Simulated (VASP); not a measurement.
TePt:

```
Pt Te
1.0
     0.00000    3.24504    3.24504
     3.24504    0.00000    3.24504
     3.24504    3.24504    0.00000
Pt Te
1 1
Direct
  0.00000 0.00000 0.00000
  0.25000 0.25000 0.25000
```

Measurements of this composition are mostly on another form, of space group No. 166.

```yaml
Program: VASP 6.6.1
Task: relaxation of cell and atoms
Functional: r2SCAN
Potentials_or_basis: VASP PAW PBE potentials, release 64 (Pt, Te)
Cutoff: 600 eV
k_mesh: 7 × 7 × 7
Occupations: gaussian, width 0.05 eV
Spin: no spin polarisation
```

At the start: pressure -12.5 GPa; volume 34.17 Å³/atom.

How do energy, volume and symmetry change on relaxing?

Over 7 steps the energy falls by 378.3 meV/atom and the volume is 26.68 Å³/atom (-21.9 %); space group F-43m (No. 216, to 0.05 Å).

Step by step:
```
step  energy change (eV)  largest force (eV/Å)  pressure (GPa)  volume (Å³)
   1              0.0000                0.0000          -12.51        68.34
   2             -0.2405                0.0000           24.13        45.21
   3             -0.7560                0.0000           -0.57        53.69
   4             -0.7566                0.0000           -0.10        53.42
   5             -0.7564                0.0000            0.40        53.15
   6             -0.7563                0.0000           -0.44        53.62
   7             -0.7566                0.0000            0.02        53.36
```

Final structure:
```yaml
crystal:
  lattice:
    - [0.00000, 2.98806, 2.98806]
    - [2.98806, 0.00000, 2.98806]
    - [2.98806, 2.98806, 0.00000]
  atoms:
    - { symbol: Pt, position: [0.00000, 0.00000, 0.00000] }
    - { symbol: Te, position: [0.25000, 0.25000, 0.25000] }
```

Caveat: the volume moved by over 15 % at a fixed basis, so the end points are rough; the PAW data sets were made with another functional, which shifts forces and pressure a little.
